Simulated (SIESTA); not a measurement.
Runs of SIESTA 5.4.2 on HfC. The structure is cubic, space group Fm-3m (No. 225). The conventional cell has a = 4.650 Å, b = 4.650 Å, c = 4.650 Å, α = 90.00°, β = 90.00°, γ = 90.00°. Around Hf (site symmetry m-3m) lie 6 C at 2.33 Å. C (site symmetry m-3m) is surrounded by 6 Hf at 2.33 Å. 

```tsv
task	level	potentials or basis	U	hubbard projector method	U from the first cycle	gap on the mesh (eV)	pressure (GPa)
single point	PW91	PseudoDojo 0.4 standard (PBE files), DZP (energy shift 0.003 Ry; two zetas on semicore shells)	-	-	-	none	(a)
band structure	PBE+U	PseudoDojo 0.4 standard (PBE files), DZP (energy shift 0.003 Ry; two zetas on semicore shells)	Hf d U = 6 eV	1	yes	none	20.8
single point	BLYP	PseudoDojo 0.4 standard (PBE files), DZP (energy shift 0.003 Ry; two zetas on semicore shells)	-	-	-	none	10.4
single point	RPBE	PseudoDojo 0.4 standard (PBE files), DZP (energy shift 0.003 Ry; two zetas on semicore shells)	-	-	-	none	(c)
single point	WC	PseudoDojo 0.4 standard (PBEsol files), DZP (energy shift 0.003 Ry; two zetas on semicore shells)	-	-	-	none	(b)
band structure	PBE	PseudoDojo 0.4 standard (PBE files), DZP (energy shift 0.003 Ry; two zetas on semicore shells)	-	1	yes	none	3.3
single point	LDA	PseudoDojo 0.4 standard (LDA files), DZP (energy shift 0.003 Ry; two zetas on semicore shells)	-	-	-	none	-9.9
band structure	PBE+U	PseudoDojo 0.4 standard (PBE files), DZP (energy shift 0.003 Ry; two zetas on semicore shells)	Hf d U = 2 eV	1	yes	none	8.3
```

Alike in all rows: no spin polarisation; cell as given; k mesh 10 × 10 × 10; smearing fermi-dirac 0.05 eV; grid cutoff 800 Ry; energy shift 0.003 Ry.

Question: Estimate the missing entries.

Answer: (a) 3.1; (b) -3.1; (c) 6.7.

Caveats: short orbitals over semicore shells can move pressures by several GPa; the basis of atomic orbitals isn't converged, which shifts pressures, moduli and gaps; the potentials were made for another functional, which shifts forces and pressure (some runs); spin-orbit coupling is left out, which moves the levels of the heavy elements (some runs); U without spin polarisation on a metal has little footing (some runs); the U is typed as a test and isn't derived for this compound (some runs).

A k mesh can miss the band edges, and the runs leave out spin-orbit coupling on Hf.

A gap of «none» marks a metal or a gap under the smearing width.
